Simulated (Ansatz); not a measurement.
A trial cell of Hf5C3, before relaxation:

```cif
data_structure
_symmetry_space_group_name_H-M 'Cmmm'
_symmetry_Int_Tables_number 65
_cell_length_a 7.3463
_cell_length_b 8.2935
_cell_length_c 4.1745
_cell_angle_alpha 90.000
_cell_angle_beta 90.000
_cell_angle_gamma 90.000
_cell_volume 254.34
loop_
_atom_site_label
_atom_site_type_symbol
_atom_site_symmetry_multiplicity
_atom_site_Wyckoff_symbol
_atom_site_fract_x
_atom_site_fract_y
_atom_site_fract_z
_atom_site_occupancy
Hf1 Hf 2 a 0.00000 0.00000 0.00000 1
Hf2 Hf 4 e 0.25000 0.25000 0.00000 1
Hf3 Hf 4 h 0.27589 0.00000 0.50000 1
C1 C 2 b 0.50000 0.00000 0.00000 1
C2 C 4 j 0.50000 0.72126 0.50000 1
```

The calculation used DFT PBE, scalar-relativistic, plane waves, PAW in Ansatz 0.2.0. Cutoff 420 eV, Gaussian smearing, Γ-centred meshes. Cell and atoms relax first on a coarse mesh, the cell is then made exact in the group found at 0.06 to 0.08 Å, and last on a converged mesh; the steps can't lower the symmetry of their start. No spin polarisation.

A guess keeps its type if space group and coordination stay and the shape of the cell changes little (axis ratios within about 15 %, angles within 6°); the volume may change.

Q: Will the relaxed cell still be of the starting type?

A: It doesn't keep its type. The symmetry stays Cmmm (No. 65). The volume per atom shrinks by 3.3 %, from 15.9 to 15.4 Å³. The shortest distance goes from 2.66 Å (Hf–C) to 2.22 Å (Hf–C). Counting neighbours within 15 % of an atom's shortest distance, the start has C 8/12, Hf 12 and the end C 4/6, Hf 2/4. In detail, at the end Hf on a site of symmetry mmm has 4 C at 2.34 Å, 4 Hf at 2.72 Å, 4 Hf at 3.13 Å and 2 Hf at 3.32 Å; Hf on a site of symmetry 2/m has 4 C at 2.62 Å, 6 Hf at 3.07–3.13 Å, 2 C at 3.13 Å and 2 Hf at 3.32 Å; C on a site of symmetry mmm is surrounded by 4 Hf at 2.22 Å; 2 more sites not described.

```
CELL_PARAMETERS angstrom
3.61797 -5.11951 0.00000
3.61797 5.11951 0.00000
0.00000 0.00000 3.32041
ATOMIC_POSITIONS crystal
Hf 0.00000 0.00000 0.00000
Hf 0.00000 0.50000 0.00000
Hf 0.50000 0.00000 0.00000
Hf 0.29719 0.29719 0.50000
Hf 0.70281 0.70281 0.50000
C 0.50000 0.50000 0.00000
C 0.83960 0.16040 0.50000
C 0.16040 0.83960 0.50000
```

The last run used a 6×6×10 mesh (in the run's order of axes) for its 8-atom cell and Gaussian smearing of 0.10 eV. Spin–orbit coupling, which can matter for Hf, is left out. Symmetry constrained the relaxation, so the result can be a saddle point. Another cell of the same search, in Immm, lies 228 meV/atom lower, so this cell isn't the stable form at this level.

In counts of neighbours, a slash parts the counts of unlike sites.
